ABACUS 3.10.1 plane-wave PBE calculation of tin (I4_1/amd, two atoms per cell) with PseudoDojo NC SR 0.4.1 standard pseudopotentials, without spin polarisation or spin-orbit coupling. The wave cutoff is 993.216 eV, the k mesh 9×9×9 and the Fermi-Dirac smearing width 0.05 eV. Level energies are relative to the Fermi energy, and levels are numbered outwards from it.

```tsv
point a (reciprocal cell vector)	point b (reciprocal cell vector)	point c (reciprocal cell vector)	level point (row)	level under 4 (eV)	level under 3 (eV)	level under 2 (eV)	level under 1 (eV)	level over 1 (eV)
0.0000	0.0000	0.0000	1	-11.009	-3.720	-1.941	-1.941	2.984
-0.3333	0.3333	0.0000	2	-21.278	-10.027	-7.149	-0.795	0.243
-0.4444	0.4444	0.0000	3	-21.339	-21.311	-9.267	-8.301	0.067
-0.1111	0.1111	0.1111	4	-10.790	-4.879	-2.481	-0.300	3.834
-0.2222	0.2222	0.2222	5	-21.277	-10.136	-6.170	-3.446	0.701
-0.4444	0.4444	0.4444	6	-7.821	-7.469	-4.662	-4.303	5.039
0.4444	0.4444	-0.4444	7	-7.417	-7.292	-4.521	-4.521	2.060
```

**Q:** The column "level under 4" drops from −11.0 eV at level point 1 to −21.3 eV at point 2. Does a band really fall that far?

**A:** No, the column changes bands. It holds the fourth filled level below the Fermi energy, and at points 2, 3 and 5 that is a 4d level. These electrons sit tightly on their atoms, so their highest level shifts by only 0.03 eV among the three points. To follow the outer s and p electrons, take the lowest level above −15 eV in each row.

**Q:** That level climbs from −11.01 eV at point 1 to −9.27 eV at point 3. Why?

**A:** At point 1 the electron wave has the same phase in every cell. Moving away shortens its wavelength, and a shorter wave has more kinetic energy. For a free electron the rise is $\hbar^2k^2/2m$, with $k$ the wave number and $m$ the bare electron mass.

Try point 2. With the cell edges $a=5.88$ Å and $c=3.20$ Å, the in-plane components of $k$ are (point b + point c) and (point a + point c), in units of $2\pi/a$. Here they are 1/3 and −1/3, so the point lies on the in-plane diagonal. The energy unit is $3.81\,\text{eV Å}^2\times(2\pi/5.88\,\text{Å})^2=4.35$ eV, which gives

$$-11.01+4.35\left(\tfrac19+\tfrac19\right)=-10.04\ \text{eV}.$$

The table has −10.03 eV. Points 3, 4 and 5 agree with the same rule to within 0.03 eV, with only the starting level taken from point 1.

**Q:** At point 3 the next level lies just 0.97 eV higher, while at point 2 the distance is 2.88 eV. What brings them together?

**A:** In a crystal, a second wave belongs to the same point, shifted by a reciprocal lattice vector. Here that vector is $(1\bar{1}0)$, equivalent to (110) by symmetry, so the second wave runs the opposite way along the diagonal. It loses kinetic energy as the first gains it, and at the zone boundary the two are equal. Point 2 is three times as far from that boundary as point 3, and its separation is three times as large.

Normally the lattice mixes two such waves and keeps their levels apart. In white tin the second atom of the cell is displaced by half an edge $a$ in the plane. For (110) the two atoms therefore scatter half a wavelength out of step and cancel, so the levels can meet.

**Q:** What would change on a mesh that hits the boundary, or with two different elements in the cell?

**A:** Along this diagonal, the odd mesh steps over the boundary. A straight line through the separations at points 2 and 3 reaches 0.01 eV there, and without spin-orbit coupling symmetry makes the two levels exactly equal. Two different elements would scatter with unequal strength. The cancellation would then be incomplete, and a separation would remain at the boundary.

**Q:** So tin's lattice potential is simply weak?

**A:** The corner of the zone's in-plane section shows otherwise. Point 6 approaches it along $a$, and point 7 comes close to it once a reciprocal vector is subtracted. Four waves have nearly the same energy there. Opposite waves differ by (200), for which the two atoms scatter in step, so these waves do mix. At point 7 the four levels form two close pairs, whose averages lie 2.83 eV apart.

The lowest level at points 2 to 5 can still follow a free curve, because the waves it can mix with lie far above it. Two waves with energies $\Delta$ apart and coupling $V$ give levels at

$$\bar E\pm\sqrt{(\Delta/2)^2+V^2},$$

where $\bar E$ is their mean energy. Equal waves split by the full $2V$, whereas distant ones shift by only about $V^2/\Delta$. Here that is still one or two tenths of an eV for each distant wave. But point 1 feels a similar push, so most of it is already in the starting level. The match within 0.03 eV is closer than this argument alone can promise.

**Q:** Can point 7 then predict point 6?

**A:** Yes. I take two numbers from point 7: $V=2.83/2=1.42$ eV, and an upward shift of 0.54 eV common to all four levels. The shift is read off the table, and its cause stays open. At point 6 one pair of opposite waves is still equal, while the other has $\Delta/2=0.97$ eV and must spread further. All four predicted levels fall within 0.05 eV of the table.

Further from the corner the picture wears out. At point 4 it puts the level at −2.48 eV too high by 0.41 eV, probably because waves left out of the group now lie near enough above to push it down. The program does not test this.

**Q:** Which digits would you trust for real tin?

**A:** Not even the first decimal, and least of all the side of the Fermi energy on which a nearby level falls. PBE places the 4d levels a few electronvolts too close to the Fermi energy. Spin-orbit coupling is left out, and in tin it moves p-like levels by some tenths of an eV. The levels at −0.300, 0.067 and 0.243 eV could therefore change sides. Nor does "over" mean empty: with the smearing used, the level at 0.067 eV is about 21% occupied.
